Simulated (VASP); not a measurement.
Wanted: the native input for a VASP 6.6.1 run.

```yaml
Task: single point
Functional: PBEsol
Potentials_or_basis: VASP PAW PBE potentials, release 64 (Al, N)
Cutoff: 520 eV
k_mesh: 14 × 14 × 14
Occupations: gaussian, width 0.02 eV
Spin: no spin polarisation
Further_INCAR_settings: ALGO = Fast; EDIFF = 1e-07; NBANDS = 11
```

The structure of AlN lies in POSCAR:

```
AlN
1.0
    0.0000000000      2.0219600000      2.0219600000
    2.0219600000      0.0000000000      2.0219600000
    2.0219600000      2.0219600000      0.0000000000
Al N
1 1
Direct
    0.5000000000      0.5000000000      0.5000000000
    0.0000000000      0.0000000000      0.0000000000
```

Measurements of this composition are mostly on another form, of space group No. 186.

One way to write it, as run:

INCAR

```
  PREC = Accurate
  ENCUT = 520
  EDIFF = 1E-7
  ISMEAR = 0
  SIGMA = 0.02
  LREAL = False
  LASPH = True
  NELM = 80
  ALGO = Fast
  ISIF = 2
  LWAVE = False
  LCHARG = True
  GGA = PS
  LELF = True
  LVHAR = True
  NBANDS = 11
```

KPOINTS

```
regular mesh
0
Gamma
  14 14 14
```

Potentials or basis: VASP PAW PBE potentials, release 64 (Al, N).

The run is started by

```console
$ cat potpaw_PBE.64/Al/POTCAR potpaw_PBE.64/N/POTCAR > POTCAR
$ mpirun -np 1 vasp_std > vasp.out
```

It gave:

```yaml
Pressure: 0.2 GPa
Band_gap_on_the_k_mesh: 4.55 eV, indirect (least direct gap 5.66 eV)
```

Caveat: the PAW data sets were made with another functional, which shifts forces and pressure a little.

Wall time 8.1 s on 1 thread of Intel(R) Xeon(R) 6975P-C (Granite Rapids), on a shared host, peak memory 0.14 GiB.
